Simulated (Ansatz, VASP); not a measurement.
## SnO2 in VASP and in Ansatz

```xyz
6
Lattice="4.7207 0.0000 0.0000 0.0000 4.7207 0.0000 0.0000 0.0000 3.1888" Properties=species:S:1:pos:R:3 pbc="T T T"
Sn    0.0000    0.0000   -0.0420
Sn    2.3604    2.3604    1.6364
O     1.0222    1.8679    0.0244
O     1.3382    4.2283    1.5699
O     3.6985    2.8528    0.0244
O     3.3826    0.4925    1.5699
```

Change from the starting cell: mode 4 frozen in at -0.598 Å and mode 5 at -0.042 Å (largest displacements).

Alike in both runs: task single point; functional LDA; k mesh 6 × 6 × 8; occupations gaussian, width 0.05 eV; no spin polarisation.

|  | VASP | Ansatz |
| --- | --- | --- |
| version | VASP 6.6.1 | Ansatz 0.2.0 |
| potentials or method | VASP PAW LDA potentials, release 64 (Sn_d, O) | scalar-relativistic, plane waves, PAW |
| plane-wave cutoff (eV) | 520 | 520 |
| valence electrons in the cell | 52 | 52 |

```tsv
	VASP	Ansatz	Ansatz less VASP
gap on the k mesh at the Fermi level (eV)	0.45	0.45	0.000
least direct gap on the mesh (eV)	0.48	0.48	-0.001
pressure (GPa)	-8.8	-9.8	-1.01
largest component of the traceless stress (GPa)	3.34	3.54	+0.197
rms of the force components (eV/Å)	1.148	1.162	+0.0144
```

Atom by atom the forces differ by 0.015 eV/Å (rms over components). Ansatz warned: «pseudo_functional_mismatch».

Caveats: spin-orbit coupling is left out, which moves the levels of the heavy elements; forces of over 1 eV/Å show positions far from the minimum, so gaps and moduli don't describe the material at rest.
